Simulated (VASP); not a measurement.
Runs of VASP 6.6.1 on Te. The structure is trigonal, space group P3_121 (No. 152). The conventional cell has a = 4.454 Å, b = 4.454 Å, c = 5.924 Å, α = 90.00°, β = 90.00°, γ = 120.00°. Te (site symmetry 2) is surrounded by 2 Te at 2.86 Å. 

```csv
task,cell,gap on the mesh (eV),pressure (GPa),largest force (eV/Å)
relaxation of shape and atoms at fixed volume,atoms relaxed at fixed volume from: a relaxed cell with its volume scaled by 1.02,0.03,-0.6,0.01
relaxation of shape and atoms at fixed volume,atoms relaxed at fixed volume from: a relaxed cell with its volume scaled by 1.04,0.07,-1.1,-
relaxation of cell and atoms,relaxed,none,0.0,0.01
relaxation of shape and atoms at fixed volume,atoms relaxed at fixed volume,none,0.0,-
relaxation of shape and atoms at fixed volume,atoms relaxed at fixed volume from: a relaxed cell with its volume scaled by 1.06,(a),-1.5,0.01
relaxation of shape and atoms at fixed volume,atoms relaxed at fixed volume from: a relaxed cell with its volume scaled by 0.96,none,1.6,-
relaxation of shape and atoms at fixed volume,atoms relaxed at fixed volume from: a relaxed cell with its volume scaled by 0.98,none,0.7,-
```

Alike in all rows: level PBEsol; potentials or basis VASP PAW PBE potentials, release 64 (Te); no spin polarisation; k mesh 9 × 9 × 6; cutoff (eV) 600; smearing gaussian 0.03 eV.

Task: Estimate the missing entries.

Result: (a) 0.12.

Caveats: the PAW data sets were made with another functional, which shifts forces and pressure a little; spin-orbit coupling is left out, which moves the levels of the heavy elements (some runs); an odd mesh through Γ misses points on the zone boundary, where band edges often lie (some runs); the relaxation stopped at its first step, so nothing moved (some runs).

A k mesh can miss the band edges, and the runs leave out spin-orbit coupling on Te.

A gap of «none» marks a metal or a gap under the smearing width.
